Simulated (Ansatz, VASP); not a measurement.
# Two plane-wave programs on Sc

```xyz
1
Lattice="0.0000 2.2705 2.2024 2.2705 0.0000 2.2024 2.2705 2.2705 0.0000" Properties=species:S:1:pos:R:3 pbc="T T T"
Sc    0.0000    0.0000    0.0000
```

Change from the starting cell: strain +0.000 along x and y, -0.030 along z, atoms carried along.

Alike in both runs: task single point; functional LDA; k mesh 18 × 18 × 18; occupations gaussian, width 0.15 eV; no spin polarisation.

```csv
,VASP,Ansatz
version,VASP 6.6.1,Ansatz 0.2.0
potentials or method,"VASP PAW LDA potentials, release 64 (Sc_sv)","scalar-relativistic, plane waves, PAW"
plane-wave cutoff (eV),520,420
valence electrons in the cell,11,11
```

```tsv
	VASP	Ansatz	Ansatz less VASP
gap on the k mesh at the Fermi level (eV)	none	none	-
pressure (GPa)	-0.7	-0.8	-0.07
largest component of the traceless stress (GPa)	0.62	0.62	0.000
```

A gap of «none» marks a metal or a gap that the smearing closes.
